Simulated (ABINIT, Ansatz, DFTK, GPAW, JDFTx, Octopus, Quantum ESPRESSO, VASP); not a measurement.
**One calculation of BN, 9 ways**

```
N B
1.0
     2.49824    0.00000    0.00000
    -1.24912    2.16354    0.00000
     0.00000    0.00000    6.63570
N B
2 2
Direct
  0.66667 0.33333 0.25000
  0.33333 0.66667 0.75000
  0.66667 0.33333 0.75000
  0.33333 0.66667 0.25000
```

Alike in all runs: task single point; functional PBE; k mesh 12 × 12 × 4; occupations fermi-dirac, width 0.05 eV; no spin polarisation; no spin-orbit coupling. Pressure is positive in compression and, in plane waves, holds the error of the finite cutoff, which Ansatz's Pulay term estimates and takes out.

```tsv
program and potentials	plane-wave cutoff (eV)	notes	band gap (eV)	pressure (GPa)
DFTK, PseudoDojo SR PBE 0.4.1 standard (PBE)	1143	-	4.32	4.75
Ansatz, Ansatz PAW (earlier soft set)	420	Pulay term of +0.34 GPa included	4.29	4.89
JDFTx, PseudoDojo-SR-PBE-0.5-standard	1143	-	4.32	4.72
VASP, PBE PAW files B, N, 520 eV	520	-	4.29	5.14
Ansatz, all-electron LAPW, scalar-relativistic	-	-	4.29	5.04
ABINIT, JTH PAW PBE v2.0	707	-	4.28	5.34
GPAW, GPAW PAW data sets (gpaw-data 1.2.1)	800	-	4.29	4.33
Quantum ESPRESSO, SSSP 1.3 efficiency PBE	816	-	4.31	3.99
Octopus, pseudodojo_pbe (PseudoDojo 0.5, PBE)	-	-	4.32	-
```

The band gap spans 4.28 (ABINIT, JTH PAW PBE v2.0) to 4.32 eV (DFTK, PseudoDojo SR PBE 0.4.1 standard (PBE)), with all-electron results at 4.29. The pressure spans 3.99 (Quantum ESPRESSO, SSSP 1.3 efficiency PBE) to 5.34 GPa (ABINIT, JTH PAW PBE v2.0), with all-electron results at 5.04. The gap is indirect and read on the mesh alone.

Differences between rows come from potentials, basis sets and numerical settings, since the functional is the same but for its coding. Runs on potential files found faulty are left out.
